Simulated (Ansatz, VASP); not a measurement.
# H2 in VASP and in Ansatz

```xyz
2
Lattice="10.0000 0.0000 0.0000 0.0000 10.3000 0.0000 0.0000 0.0000 10.6000" Properties=species:S:1:pos:R:3 pbc="T T T"
H     5.0000    5.0000    4.6249
H     5.0000    5.0000    5.3751
```

Alike in both runs: functional PBE; k mesh 1 × 1 × 1; occupations gaussian, width 0.01 eV; no spin polarisation.

Ansatz relaxed the structure, and its values are those at the end. VASP's run is a single point on that final structure, the one shown.

|  | VASP | Ansatz |
| --- | --- | --- |
| version | VASP 6.6.1 | Ansatz 0.2.0 |
| potentials or method | VASP PAW PBE potentials, release 64 (H) | scalar-relativistic, plane waves, PAW |
| plane-wave cutoff (eV) | 520 | 420 |
| valence electrons in the cell | 2 | 2 |

```csv
,VASP,Ansatz,Ansatz less VASP
gap on the k mesh at the Fermi level (eV),10.15,10.15,+0.002
least direct gap on the mesh (eV),10.15,10.15,+0.002
rms of the force components (eV/Å),0.007,0.000,-0.0065
```

With one functional, cell and mesh, what is left measures potentials, basis and numerics. Ansatz warned: «xc_potential_rough_in_thin_density».

A hybrid or GW would open this gap; PBE tends to underestimate it.
